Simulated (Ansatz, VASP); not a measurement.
## Two plane-wave programs on VH2

Contents of INCAR:

```
SYSTEM = VH2
ALGO = Normal ; EDIFF = 1E-6
ENCUT = 520 ; GGA = CA
ISIF = 2 ; ISMEAR = -1
LASPH = .True. ; LCHARG = .False.
LREAL = .False. ; LWAVE = .False.
NBANDS = 14 ; NELM = 100
PREC = Accurate ; SIGMA = 0.15
```

The input KPOINTS:

```
k-points
0
Gamma
  18 18 18
  0 0 0
```

Contents of POSCAR:

```
VH2
1.0
    0.0000000000      2.0548187811      2.0548187811
    2.0548187811      0.0000000000      2.0548187811
    2.0548187811      2.0548187811      0.0000000000
V H
1 2
Direct
    0.0000000000      0.0000000000      0.0000000000
    0.2500000000      0.2500000000      0.2500000000
    0.7500000000      0.7500000000      0.7500000000
```

Input for Ansatz:

```yaml
crystal:
  lattice:
    - [0.0, 2.0548187811, 2.0548187811]
    - [2.0548187811, 0.0, 2.0548187811]
    - [2.0548187811, 2.0548187811, 0.0]
  atoms:
    - { symbol: V, position: [0.0, 0.0, 0.0] }
    - { symbol: H, position: [0.25, 0.25, 0.25] }
    - { symbol: H, position: [0.75, 0.75, 0.75] }
basis:
  ecutwfc: 420
kpoints:
  mp_grid: { grid: [18, 18, 18] }
hamiltonian:
  xc: lda
scf:
  occupations: { method: fermi_dirac, width: 0.15 }
output:
  forces: true
  stress: true
  eigenvalues: true
  write_density: true
  write_potential: true
  elf: true
  volumetric_format: npy
```

Alike in both runs: task single point; functional LDA; k mesh 18 × 18 × 18; occupations fermi-dirac, width 0.15 eV; no spin polarisation.

```csv
,VASP,Ansatz
version,VASP 6.6.1,Ansatz 0.2.0
potentials or method,"VASP PAW LDA potentials, release 64 (V_sv, H)","scalar-relativistic, plane waves, PAW"
plane-wave cutoff (eV),520,420
valence electrons in the cell,15,15
```

|  | VASP | Ansatz | Ansatz less VASP |
| --- | --- | --- | --- |
| gap on the k mesh at the Fermi level (eV) | none | none | - |
| pressure (GPa) | 4.6 | 4.2 | -0.40 |

A gap of «none» marks a metal or a gap that the smearing closes.
